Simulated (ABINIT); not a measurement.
The system is PtSe2 (Sudovikovite).

```
Pt Se
1.0
     3.72400    0.00000    0.00000
    -1.86200    3.22508    0.00000
     0.00000    0.00000    5.06200
Pt Se
1 2
Direct
  0.00000 0.00000 0.00000
  0.66667 0.33333 0.75000
  0.33333 0.66667 0.25000
```

Base run:

- Program: ABINIT 10.8.3 (patched build)
- Functional: revPBE
- Potentials or basis: JTH PAW PBE v2.0
- Cutoff: 517 eV
- k mesh: 8 × 8 × 5
- Occupations: fermi-dirac, width 0.05 eV
- Spin: no spin polarisation

Its results: band gap on the k mesh none (metal or under the smearing width); pressure 9.6 GPa; largest force 0.721 eV/Å.

Q: The run is repeated on the same cell with these changes: functional from revPBE to r2SCAN. What comes out?

A: Band gap on the k mesh none (metal or under the smearing width); pressure 5.4 GPa; largest force 0.435 eV/Å.

Caveats: the PAW data sets were made with another functional, which shifts forces and pressure a little; the atomic spheres overlap.
